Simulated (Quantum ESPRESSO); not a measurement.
The system is As.

```xyz
1
Lattice="2.7037 0.0000 0.0000 0.0000 2.7037 0.0000 0.0000 0.0000 2.7037" Properties=species:S:1:pos:R:3 pbc="T T T"
As    1.3518    1.3518    1.3518
```

This isn't the form of As at room conditions, which is rhombohedral.

Program: Quantum ESPRESSO 7.5. Alike in all runs: task band structure; no spin polarisation; cell as given; smearing fermi-dirac 0.05 eV.

**Question.** Order these runs on this cell by their pressure, lowest first.
A. level r2SCAN; potentials or basis SG15 PBE 1.2; k mesh 8 × 8 × 8; cutoff (eV) 952; SCF threshold 1e-08 Ry; symmetry off
B. level PBEsol; potentials or basis GBRV 1.5 PBEsol; k mesh 10 × 10 × 10; cutoff (eV) 612; SCF threshold 2e-10 Ry
C. level LDA; potentials or basis GBRV 1.5 LDA; k mesh 10 × 10 × 10; cutoff (eV) 612; SCF threshold 2e-10 Ry; form of the LDA correlation PZ81

**Answer.** C (-2.7 GPa), B (-1.1 GPa), A (3.5 GPa).

Caveats: the potentials were made for another functional, which shifts forces and pressure (some runs).
